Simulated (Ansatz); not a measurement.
Sn: energy along a strain

Sn, Immm, a = 3.453 Å, b = 3.551 Å, c = 4.677 Å (as given, not relaxed at this level: -2.2 GPa). This isn't the element's structure at ambient conditions. Ansatz: r2SCAN, PAW, 500 eV, Γ-centred 20×20×20 mesh on 1 atom, Gaussian smearing 0.15 eV; no spin polarisation. Cell vectors (Å): -1.727 1.776 2.338; 1.727 -1.776 2.338; 1.727 1.776 -2.338. The cell is strained by x per cent times the pattern (1 1 0 0 0 0) in the order xx yy zz yz xz xy (engineering shears), with fractional coordinates held. y is the free energy over the start, V0 = 28.673 Å³/atom. Points with a strain past 8.5 % were computed too (3) and aren't used here.

| x (%) | y (meV/atom) |
| --- | --- |
| -7.50 | ? |
| -5.00 | 5.59 |
| -2.50 | -8.13 |
| 0.00 | 0.00 |
| 2.50 | 27.60 |
| 5.00 | 71.80 |
| 7.50 | 129.10 |

Question: Fit y = c1 x + c2 x² + c3 x³ to the other rows, get the stiffness along the pattern, and predict the missing energy.

Answer: Least squares on the rows shown. y = 7.3880 x + 1.5464 x² − 0.031411 x³. The clamped-ion stiffness p·C·p = 2 × 15.46 eV × 160.2 / 28.673 Å³ = 173 GPa (second derivative at the start, which stands under stress). At x = -7.50 the fit asked for gives 44.83 meV/atom. The run gave 46.82 meV/atom, so the fit is 1.99 meV/atom too low, 1.5 % of the span of the series, against an rms of 0.11 meV/atom on the fitted rows. The row lies outside the fitted range. With a term in x⁴ added, a fit to the same known rows predicts 42.95 meV/atom, further off still.

The energy falls at first when the cell is compressed in the ab plane and rises at once when it is stretched, so the starting cell is too large in that plane, in line with its negative pressure. The negative cubic term means that the curvature grows on compression and fades on expansion. This is the usual anharmonicity of a metal: overlap repulsion and the kinetic energy of the valence electrons rise steeply as atoms approach, while cohesion weakens as they separate. The held-out energy lies above the cubic extrapolation, which suggests that the repulsive wall steepens faster than the fitted rows reveal. The quartic term moves the prediction the wrong way, so it is poorly fixed by these rows and shouldn't be read as a physical anharmonic constant.

With one atom per primitive cell there is no internal displacement to relax, so clamping the ions costs nothing in the stiffness. The 173 GPa combines two axial constants and their coupling; it is neither a single elastic constant nor the bulk modulus, and it can't establish resistance to shear.
